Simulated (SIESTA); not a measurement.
Tl in SIESTA: convergence with ElectronicTemperature

Tl:

```xyz
2
Lattice="3.4560 0.0000 0.0000 -1.7280 2.9930 0.0000 0.0000 0.0000 5.5250" Properties=species:S:1:pos:R:3 pbc="T T T"
Tl    1.7545    0.9567    4.0954
Tl   -0.0081    1.9836    1.3419
```

The cell isn't the ideal one: atoms moved at random, drawn with an rms of 0.05 Å.

```yaml
Program: SIESTA 5.4.2
Task: single point
Functional: PBE
Potentials_or_basis: PseudoDojo 0.4 standard (PBE files)
Basis: DZP (energy shift 0.002 Ry; radii capped at 9.5 bohr)
Grid_cutoff: 500 Ry
Energy_shift: 0.002 Ry
k_mesh: 7 × 7 × 4
Occupations: fermi-dirac, width 0.5 eV
Spin: no spin polarisation
```

These are the settings of the first run; the series varies ElectronicTemperature, with any setting tied to it.

Hardware: 1 thread of Arm Neoverse V2, with other jobs on the host.

| ElectronicTemperature | energy less the tightest run, at zero smearing (meV/atom) | pressure (GPa) | largest force (eV/Å) | SCF cycles | CPU time (s) | peak memory (GiB) |
| --- | --- | --- | --- | --- | --- | --- |
| 0.5 | -22.54 | 4.60 | 0.033 | 8 | 58 | 0.35 |
| 0.3 | -10.89 | 3.94 | 0.032 | 8 | 58 | 0.35 |
| 0.2 | -6.82 | 3.68 | 0.030 | 8 | 58 | 0.35 |
| 0.1 | -2.87 | 3.50 | 0.025 | 8 | 58 | 0.35 |
| 0.05 | -1.20 | 3.46 | 0.014 | 8 | 58 | 0.35 |
| 0.025 | -0.37 | 3.46 | 0.007 | 9 | 62 | 0.35 |
| 0.01 | 0.00 | 3.45 | 0.031 | 9 | 62 | 0.35 |

Against the tightest run, the energy stays within 1 meV/atom from 0.025 on; the pressure stays within 0.1 GPa from 0.1 on. Not settled before the last step: the largest force (to 0.005 eV/Å). The tightest run that finished is the yardstick and may itself not be fully converged.

Caveat, for the tightest run too: semicore shells carry a single zeta, which can move pressures by several GPa and volumes by a few percent; the basis of atomic orbitals isn't converged, which shifts pressures, moduli and gaps. Spin-orbit coupling is left out, which matters for the levels of Tl.
